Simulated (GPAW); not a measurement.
Set up this calculation in GPAW 26.7.0, as an ASE script.

| Item | Value |
| --- | --- |
| Task | relaxation of cell and atoms |
| Functional | PBEsol |
| Dispersion | D3 |
| Potentials or basis | PAW data sets generated in the run's folder for this functional |
| Cutoff | 600 eV |
| Basis | pw |
| k mesh | 7 × 7 × 7 |
| Occupations | fermi-dirac, width 0.05 eV |
| Spin | no spin polarisation |
| Maxiter | 150 |
| Optimizer | BFGS |
| Fmax | 0.02 eV/Å |
| Max steps | 60 |
| Convergence | density=1e-05 forces=0.0001 |

AlCu3:

```
Cu Al
1.0
     3.63738    0.00000    0.00000
     0.00000    3.63738    0.00000
     0.00000    0.00000    3.63738
Cu Al
3 1
Direct
  0.00000 0.50000 0.50000
  0.50000 0.00000 0.50000
  0.50000 0.50000 0.00000
  0.00000 0.00000 0.00000
```

The cell comes from a database or a generator and needn't be the stable form of this composition.

These files were run (other wordings do the same):

run.py

```python
from ase import Atoms
from ase.calculators.mixing import SumCalculator
from ase.filters import FrechetCellFilter
from ase.io import write
from ase.optimize import BFGS
from dftd3.ase import DFTD3
from gpaw import GPAW, PW, setup_paths

setup_paths.insert(0, '.')

atoms = Atoms(['Cu', 'Cu', 'Cu', 'Al'],
              cell=[[3.63737667, 0.0, 0.0],
                    [0.0, 3.63737667, 0.0],
                    [0.0, 0.0, 3.63737667]],
              scaled_positions=[[0.0, 0.5, 0.5],
                                [0.5, 0.0, 0.5],
                                [0.5, 0.5, 0.0],
                                [0.0, 0.0, 0.0]],
              pbc=True)

calc = GPAW(mode=PW(600),
            xc='PBEsol',
            kpts={'size': (7, 7, 7), 'gamma': True},
            occupations={'name': 'fermi-dirac', 'width': 0.05},
            nbands=35,
            convergence={'density': 1e-05, 'forces': 0.0001},
            maxiter=150,
            txt='gpaw.txt')
atoms.calc = SumCalculator([calc, DFTD3(method='pbesol', damping='d3zero')])
opt = BFGS(FrechetCellFilter(atoms), trajectory='relax.traj', logfile='-')
done = opt.run(fmax=0.02, steps=60)
calc.write('gs.gpw')
write('result.traj', atoms)
print('Converged:', done)
print('Cell:', atoms.cell.cellpar().round(4))
print('Volume:', round(atoms.get_volume(), 4))
print(atoms.get_scaled_positions().round(5))
```

Potentials or basis: PAW data sets generated in the run's folder for this functional, pw.

Launch:

```console
$ gpaw-setup -f PBEsol Al Cu
$ OMP_NUM_THREADS=1 python run.py
```

It gave:

| Property | Result |
| --- | --- |
| Relaxed volume | 11.58 Å³/atom |
| Relaxed cell | a = 3.592 Å, b = 3.592 Å, c = 3.592 Å, α = 90.00°, β = 90.00°, γ = 90.00° |
| Space group after relaxing (to 0.05 Å) | Pm-3m (No. 221) |
| Energy gained by relaxing | 7.2 meV/atom |
| Ionic steps | 3 |
| Pressure after relaxing | 0.2 GPa |
| Band gap on the k mesh | none (metal or under the smearing width) |
| Dispersion energy per atom | -0.379 eV |

Caveat: with this Cu data set, volumes or pressures lay over 1.5 % or 2 GPa off other programs in two to four cells of ten; later steps reuse the first step's grids; pairwise dispersion overbinds metals, which lowers pressure and volume.

Run time: 86 s on 1 thread of Arm Neoverse V1 (shared host), peak memory 0.2 GiB.
